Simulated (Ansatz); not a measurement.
# Sn (element-swapped structure): how the settings move a single-point run, part 2 of 2

Question: which choices in the input matter for Sn (element-swapped structure)?

Ansatz 0.2.0; reference level DFT r2SCAN, plane waves, PAW, scalar-relativistic, no spin polarisation. Earlier steps stand in the parts before.

**5. Changing settings: accuracy low**

input.yaml reads:

```yaml
crystal:
  lattice:
    - [0.0, 3.224247, 0.0]
    - [3.224247, 0.0, 0.0]
    - [1.612123, 1.612123, -2.473093]
  atoms:
    - { symbol: Sn, position: [0.0, 0.0, 0.0] }
  symmetry: { tolerance: 0.0003 }
kpoints:
  mp_grid: { grid: [7, 7, 7], shift: [0, 0, 0] }
magnetization:
  spin_polarized: false
scf:
  occupations: { method: fermi_dirac, width: 0.0116 }
hamiltonian:
  pseudopotentials: { kind: paw }
  xc: r2scan
basis:
  ecutwfc: 500
output:
  forces: true
  stress: true
  eigenvalues: true
accuracy: low
```

Launch:

```
$ ansatz run input.yaml --threads 1 --pin off --max-ram 2560MiB --backend cpu --events-out ev --progress --plain --runs-dir out
```

Log:

```text
settings of this run that can trade accuracy for cost: accuracy: low. Do not mix this run's numbers with those of runs without the same settings; the input reference describes each key
Warning: RAYON_NUM_THREADS=1 ignored (pool sized by the plan → 1); use --threads N
Engine: ansatz 0.2.0, x86_64-unknown-linux-gnu
Pseudopotentials: kind: paw
Pseudopotential: Sn, paw, valence charge 14, recommended cutoff 500 eV (meta_gga), Sn.paw.azcp
Functional definition: r2SCAN
  parameter k0 = 0.174
  parameter k1 = 0.065
  parameter a1 = 4.9479
  exchange = r2scan_x(k0 = k0, k1 = k1, a1 = a1)
  correlation = r2scan_c
Crystal: 1 atoms, lattice volume = 25.710 Å³
Basis set: ecut = 500 eV, 641 PW (Γ), exchange–correlation on 72×72×75 points (27 copies of the dense FFT grid, shifted against one another)
Bands: 11, of which v1, the nominal top of the filled ones, is band 7 counted from 1 (6 counted from 0)
Symmetry: 16 space group operations
Space group: I4/mmm (ITA 139), of the structure as read, at distance tolerance 8.9e-4 Å
k-points: 40 of 343
Non-local potential: Sn, projectors of the file, l = 0: 2, l = 1: 2, l = 2: 2, l = 3: 2
PAW form: soft (Blöchl's): semilocal exchange-correlation on the pseudo side does not see the compensation charge
PAW frozen core: Sn, regenerated for the run's functional (the file was generated under x = pbe(κ = 0.804, μ = 0.2195149727645171), c = pbe(β = 0.06672455060314922))
PAW one-centre angular grid: Sn, 590 points (default); XC on 249 of its mesh's 2787 points in the sphere
Initial density: superposition of atomic densities (neutral atoms: chi_scale 0, normalization atom), corrected by the library's trained network
Initial wavefunctions: pseudopotential atomic-orbital guess
Functional: x = r2scan, c = r2scan; τ floored in thin density (d = 2e-4 eV/Å³)
SCF iter   1: F=—  HF=-6038.358755 eV  |F-HF|=—  |Δ(HF+E_count)|=         —  Δρ=5.09e-3  dr2=3.27e-3  dr2_τ=3.50e-4  ethr=1.77e-3  ⟨swp⟩=5.8  Hψ=2718  notcnv=0
preconditioner: auto → none  [insulator: Δε(μ)=0.039 eV  Ē_g=24.459 eV  σ=0.012 eV  W_gap=0.67  n_scr=8 (ndim 8)  ℏωp=27.4 eV  f_vac=0.000  D(μ)=2.00/eV (n_scr^D=22)  ε∞_Penn≈2.3]
SCF iter   2: F=—  HF=-6038.367082 eV  |F-HF|=—  |Δ(HF+E_count)|=   8.33e-3  Δρ=1.71e-3  dr2=4.99e-4  dr2_τ=1.71e-5  ethr=2.34e-5  ⟨swp⟩=3.0  Hψ=1324  notcnv=0  defer=12
SCF iter   3: F=—  HF=-6038.367687 eV  |F-HF|=—  |Δ(HF+E_count)|=   6.05e-4  Δρ=6.79e-4  dr2=8.15e-5  dr2_τ=2.56e-6  ethr=3.56e-6  ⟨swp⟩=2.0  Hψ=656  notcnv=0  defer=12
SCF iter   4: F=—  HF=-6038.367780 eV  |F-HF|=—  |Δ(HF+E_count)|=   9.29e-5  Δρ=3.10e-5  dr2=1.02e-7  dr2_τ=3.93e-9  ethr=5.82e-7  ⟨swp⟩=2.0  Hψ=655  notcnv=0  defer=12
iter 5 did not close the SCF: its close was put off for the readings that it lacked (scf_convergence_deferred on its scf_iter line)
SCF iter   5: F=-6038.367780 eV  HF=-6038.367780 eV  |F-HF|=3.53e-8  |Δ(HF+E_count)|=   3.00e-7  Δρ=9.00e-6  dr2=2.51e-8  dr2_τ=2.12e-10  ethr=7.28e-10  ⟨swp⟩=2.0  Hψ=697  notcnv=0  defer=12
SCF iter   6: F=-6038.367780 eV  HF=-6038.367780 eV  |F-HF|=1.56e-10  |Δ(HF+E_count)|=   4.44e-8  Δρ=8.75e-7  dr2=1.24e-10  dr2_τ=1.48e-11  ethr=1.79e-10  ⟨swp⟩=3.5  Hψ=1556  notcnv=0
SCF 1 converged in 6 iterations: F = -6038.367780 eV  dr2 = 1.24e-10
SCF converged after 6 iterations
Free energy (F): -6038.367780 eV
Harris-Foulkes:  -6038.367780 eV  (|F-HF|=1.56e-10)
Internal energy: -6038.366968 eV  (E = F + TS)
E sigma→0 (E₀):  -6038.367374 eV
Entropy (-TS):   -0.000812 eV (-0.812 meV/atom)
Fermi energy:    11.729634 eV
--- Per-component energies (eV) ---
  E_band       = -78.868070
  E_kinetic    = 186.504724
  E_local      = -785.106667  (includes V_loc(G=0)·N_el)
  E_nonlocal   = -33.102240
  E_hartree    = 506.427867
  E_xc         = -375.435662
  E_vxc        = -105.583928  (∫ρ·V_xc dr)
  E_paw        = -4157.634871  (= ΣΔE_a)
  E_vpaw       = -361.226850  (= ΣTr[D̂ρ^β])
  E_aug_tail   = -0.000000  (compensation charges beyond the density's cutoff)
  E_vtau       = 6.790990  (kinetic-family band-sum trace: ∫τ·v_τ [+ j·A + Jᵃ·Aᵃ] dr)
  E_ewald      = -1380.755439
  E_core_change = 0.735320  (= ΣΔE_core)
  E_smearing   = -0.000812  (= −TS)
  E_closure    = 0.000000  (closes the sum)
  Σ components = -6038.367780   (vs F -6038.367780, Δ=0.00e0)
--- Forces (eV/Å), atoms counted from 1 ---
  atom   1  Sn     0.00000000     0.00000000     0.00000000
  max |Σ_I F_I| component: 0.00e0 eV/Å
--- Stress (GPa, compression-positive) ---
        4.143258      -0.000000      -0.000000
       -0.000000       4.143258      -0.000000
       -0.000000      -0.000000       2.237522
  P = ⅓ Tr σ = 3.5080 GPa (35.080 kbar)
--- Band table (eV; the first three rows and the last of 40) ---
  k-point 0: bands = ["-10.7172", "-10.6411", "-10.6411", "-10.6087", "-10.5327", "-0.4562", "20.3639", "20.3639", "20.4708", "23.0675", "24.1959"]
  k-point 1: bands = ["-10.7344", "-10.6259", "-10.6067", "-10.6067", "-10.5213", "0.1033", "18.1985", "18.4271", "18.4271", "20.9849", "22.2908"]
  k-point 2: bands = ["-10.7729", "-10.6688", "-10.5278", "-10.5278", "-10.4956", "1.7873", "13.3364", "16.1572", "16.1572", "19.3288", "19.8796"]
  k-point 39: bands = ["-10.7645", "-10.7025", "-10.4889", "-10.4814", "-10.4220", "5.4488", "9.8933", "13.4485", "14.1099", "17.6300", "17.6639"]
settings of this run that can trade accuracy for cost: accuracy: low. Do not mix this run's numbers with those of runs without the same settings; the input reference describes each key
```

Wall time 1.8 s (1 thread of Intel Xeon Platinum 8488C (Sapphire Rapids), shared host); peak memory 0.36 GiB.

Changing the accuracy level hardly moves the energy: +0.1 meV/atom.

**6. Changed: dr2_threshold 1.0e-05, eigensolver.kind davidson, scf.algorithm direct_min**

input.yaml reads:

```yaml
crystal:
  lattice:
    - [0.0, 3.224247, 0.0]
    - [3.224247, 0.0, 0.0]
    - [1.612123, 1.612123, -2.473093]
  atoms:
    - { symbol: Sn, position: [0.0, 0.0, 0.0] }
  symmetry: { tolerance: 0.0003 }
kpoints:
  mp_grid: { grid: [7, 7, 7], shift: [0, 0, 0] }
magnetization:
  spin_polarized: false
scf:
  occupations: { method: fermi_dirac, width: 0.0116 }
  convergence: { dr2_threshold: 1.0e-05 }
  eigensolver: { kind: davidson }
  algorithm: direct_min
hamiltonian:
  pseudopotentials: { kind: paw }
  xc: r2scan
basis:
  ecutwfc: 500
output:
  forces: true
  stress: true
  eigenvalues: true
```

Launch:

```
$ ansatz run input.yaml --threads 1 --pin off --max-ram 2560MiB --backend cpu --events-out ev --progress --plain --runs-dir out
```

Log:

```text
Warning: scf.convergence.dr2_threshold = 1e-5 eV is looser than this run's default, which is 1e-7 eV or tighter. The error in the forces grows as the threshold's square root, so leave the key out unless less accurate forces are enough
Warning: output.stress: scf.convergence.dr2_threshold = 1e-5 eV is looser than the 1e-10 eV advised for a printed stress (1e-10 eV for each atom of the cell: 1). What an SCF threshold leaves in a stress goes as its square root, and in the free energy as the threshold itself, and one threshold admits the most on a small cell: of the crystals measured, under no hybrid functional and no lock of the moments, on runs that ended without the residual-converged pass, on stresses that held no estimate of that error, the worst erred by over 100 MPa in a component at 1e-7 eV an atom and by under 5 at 1e-10. Set scf.convergence.dr2_threshold to 1e-10 eV or tighter. The threshold is an SCF's pass mark: one that does not reach it within its budget of iterations ends unconverged, or closes short of it on a stop that the run arms, and scf.convergence.dr2_threshold's page says what that costs each kind of run
Warning: RAYON_NUM_THREADS=1 ignored (pool sized by the plan → 1); use --threads N
Engine: ansatz 0.2.0, x86_64-unknown-linux-gnu
Pseudopotentials: kind: paw
Pseudopotential: Sn, paw, valence charge 14, recommended cutoff 500 eV (meta_gga), Sn.paw.azcp
Functional definition: r2SCAN
  parameter k0 = 0.174
  parameter k1 = 0.065
  parameter a1 = 4.9479
  exchange = r2scan_x(k0 = k0, k1 = k1, a1 = a1)
  correlation = r2scan_c
Crystal: 1 atoms, lattice volume = 25.710 Å³
Basis set: ecut = 500 eV, 641 PW (Γ), exchange–correlation on 96×96×100 points (64 copies of the dense FFT grid, shifted against one another)
Bands: 11, of which v1, the nominal top of the filled ones, is band 7 counted from 1 (6 counted from 0)
Symmetry: 16 space group operations
Space group: I4/mmm (ITA 139), of the structure as read, at distance tolerance 8.9e-4 Å
k-points: 40 of 343
Non-local potential: Sn, projectors of the file, l = 0: 2, l = 1: 2, l = 2: 2, l = 3: 2
PAW form: soft (Blöchl's): semilocal exchange-correlation on the pseudo side does not see the compensation charge
PAW frozen core: Sn, regenerated for the run's functional (the file was generated under x = pbe(κ = 0.804, μ = 0.2195149727645171), c = pbe(β = 0.06672455060314922))
PAW one-centre angular grid: Sn, 590 points (default); XC on 249 of its mesh's 2787 points in the sphere
Initial density: superposition of atomic densities (neutral atoms: chi_scale 0, normalization atom), corrected by the library's trained network
Initial wavefunctions: pseudopotential atomic-orbital guess
Functional: x = r2scan, c = r2scan; τ floored in thin density (d = 2e-4 eV/Å³)
SCF iter   1: F=—  HF=-6038.357925 eV  |F-HF|=—  |Δ(HF+E_count)|=         —  Δρ=4.82e-3  dr2=2.96e-3  dr2_τ=3.84e-4  ethr=1.77e-3  ⟨swp⟩=9.6  Hψ=2099  notcnv=1
preconditioner: auto → none  [insulator: Δε(μ)=0.039 eV  Ē_g=24.463 eV  σ=0.012 eV  W_gap=0.68  n_scr=8 (ndim 8)  ℏωp=27.4 eV  f_vac=0.000  D(μ)=1.99/eV (n_scr^D=14)  ε∞_Penn≈2.3]
SCF iter   2: F=—  HF=-6038.368086 eV  |F-HF|=—  |Δ(HF+E_count)|=   1.02e-2  Δρ=1.30e-3  dr2=3.48e-4  dr2_τ=4.91e-6  ethr=2.12e-5  ⟨swp⟩=5.0  Hψ=1617  notcnv=0  defer=12
iter 3 solved again at ethr=1.05e-8 eV; its pass at ethr=2.48e-6 eV (dr2=1.48e-6 eV) is discarded
SCF iter   3: F=—  HF=-6038.367913 eV  |F-HF|=—  |Δ(HF+E_count)|=   1.73e-4  Δρ=8.50e-5  dr2=1.63e-6  dr2_τ=2.49e-8  ethr=1.05e-8  ⟨swp⟩=4.5  Hψ=2457  notcnv=0  defer=3
SCF iter   4: F=-6038.367915 eV  HF=-6038.367915 eV  |F-HF|=1.08e-8  |Δ(HF+E_count)|=   2.13e-6  Δρ=3.61e-6  dr2=1.99e-9  dr2_τ=6.44e-11  ethr=1.05e-8  ⟨swp⟩=3.4  Hψ=825  notcnv=0  defer=2
the search or the solves at the SCF's close seem to have found levels that the self-consistency loop had missed (the run counts 1). By its estimate they hold under 1e-12 electrons; where the run keeps them, the occupations were computed again with them
SCF 1 converged in 4 iterations: F = -6038.367915 eV  dr2 = 1.99e-9
  Residual-converged pass: ⟨swp⟩=2.9  Hψ=770  notcnv=0  max |occ|·‖R‖ = 5.8e-5 eV (tolerance 6.7e-5 eV)  dr2=2.33e-9  dr2_τ=6.79e-11  dr2_onsite=2.19e-10  max |Δocc| = 2.8e-9
SCF converged after 4 iterations
Stability not checked: this state was not tested for a lower state beside it, because a direct minimisation reached the state, and no test of it is asked (direct_minimisation; see scf.lower_state_search)
Free energy (F): -6038.367915 eV
Harris-Foulkes:  -6038.367915 eV  (|F-HF|=1.08e-8)
Internal energy: -6038.367103 eV  (E = F + TS)
E sigma→0 (E₀):  -6038.367509 eV
Entropy (-TS):   -0.000811 eV (-0.811 meV/atom)
Fermi energy:    11.729665 eV
--- Per-component energies (eV) ---
  E_band       = -78.867242
  E_kinetic    = 186.504629
  E_local      = -785.106353  (includes V_loc(G=0)·N_el)
  E_nonlocal   = -33.102239
  E_hartree    = 506.427704
  E_xc         = -375.435725
  E_vxc        = -105.583775  (∫ρ·V_xc dr)
  E_paw        = -4157.635001  (= ΣΔE_a)
  E_vpaw       = -361.227096  (= ΣTr[D̂ρ^β])
  E_aug_tail   = -0.000000  (compensation charges beyond the density's cutoff)
  E_vtau       = 6.791058  (kinetic-family band-sum trace: ∫τ·v_τ [+ j·A + Jᵃ·Aᵃ] dr)
  E_ewald      = -1380.755439
  E_core_change = 0.735320  (= ΣΔE_core)
  E_smearing   = -0.000811  (= −TS)
  E_closure    = 0.000000  (closes the sum)
  Σ components = -6038.367915   (vs F -6038.367915, Δ=0.00e0)
--- Forces (eV/Å), atoms counted from 1 ---
  atom   1  Sn    -0.00000000     0.00000000     0.00000000
  max |Σ_I F_I| component: 1.58e-30 eV/Å
--- Stress (GPa, compression-positive) ---
        4.143605      -0.000000      -0.000000
       -0.000000       4.143605      -0.000000
       -0.000000      -0.000000       2.237285
  P = ⅓ Tr σ = 3.5082 GPa (35.082 kbar)
--- Band table (eV; the first three rows and the last of 40) ---
  k-point 0: bands = ["-10.7171", "-10.6411", "-10.6411", "-10.6087", "-10.5326", "-0.4562", "20.3640", "20.3640", "20.4709", "23.0675", "24.1960"]
  k-point 1: bands = ["-10.7343", "-10.6258", "-10.6066", "-10.6066", "-10.5212", "0.1034", "18.1986", "18.4271", "18.4271", "20.9849", "22.2907"]
  k-point 2: bands = ["-10.7728", "-10.6687", "-10.5277", "-10.5277", "-10.4955", "1.7873", "13.3364", "16.1573", "16.1573", "19.3287", "19.8795"]
  k-point 39: bands = ["-10.7645", "-10.7024", "-10.4888", "-10.4813", "-10.4219", "5.4488", "9.8933", "13.4486", "14.1100", "17.6300", "17.6639"]
```

Wall time 3.2 s (1 thread of Intel Xeon Platinum 8488C (Sapphire Rapids), shared host); peak memory 0.4 GiB.

With the changed convergence setting and solver the energy agrees within 0.5 meV/atom.

**7. All runs together**

This closing draws on all 2 parts.

| run | ending | energy change | pressure (GPa) | gap (eV) | force (eV/Å) | cycles | time |
| --- | --- | --- | --- | --- | --- | --- | --- |
| reference | converged | 0 | 3.5 | 0.00 | 0.00 | 6 | 2.6 s |
| 1: ecutwfc 400 eV | converged | +1.9 meV/atom | 3.5 | 0.00 | 0.00 | 6 | 2.3 s |
| 2: ecutwfc 450 eV | converged | +0.5 meV/atom | 3.5 | 0.00 | 0.00 | 6 | 1.7 s |
| 3: accuracy low | converged | +0.1 meV/atom | 3.5 | 0.00 | 0.00 | 6 | 1.8 s |
| 4: dr2_threshold 1.0e-05, eigensolver.kind davidson, scf.algorithm direct_min | converged | 0.0 meV/atom | 3.5 | 0.00 | 0.00 | 4 | 3.2 s |

Times don't compare one to one where runs were asked for different outputs or read a saved state (see the inputs); cycles may leave out searches for a lower state.

Residual by cycle in the longest SCF loop of each run; runs are numbered as in the table. The quantity is the density residual dr2, in eV.

```
cycle  reference    run 1    run 2    run 3    run 4
    1    0.00327  0.00331  0.00326  0.00327  0.00296
    2     5.0e-4   5.1e-4   5.1e-4   5.0e-4   3.5e-4
    3     8.2e-5   8.0e-5   7.9e-5   8.2e-5   1.6e-6
    4     1.0e-7   1.4e-7   1.2e-7   1.0e-7   2.0e-9
    5     2.5e-8   2.4e-8   2.5e-8   2.5e-8        -
    6    1.2e-10  1.4e-10  1.3e-10  1.2e-10        -
```

**Reading.** Of the converged runs whose energies compare with the reference's, «ecutwfc 400 eV» moves the energy most (+1.9 meV/atom) and «dr2_threshold 1.0e-05, eigensolver.kind davidson, scf.algorithm direct_min» least (0.0 meV/atom). Runs 1 and 2 ran under the cutoff that the potentials recommend, as the log warns, so basis error is mixed into their values.

The reference is no final answer either: its mesh is coarse for a cell with so small a gap or none; the structure is made up and not relaxed.
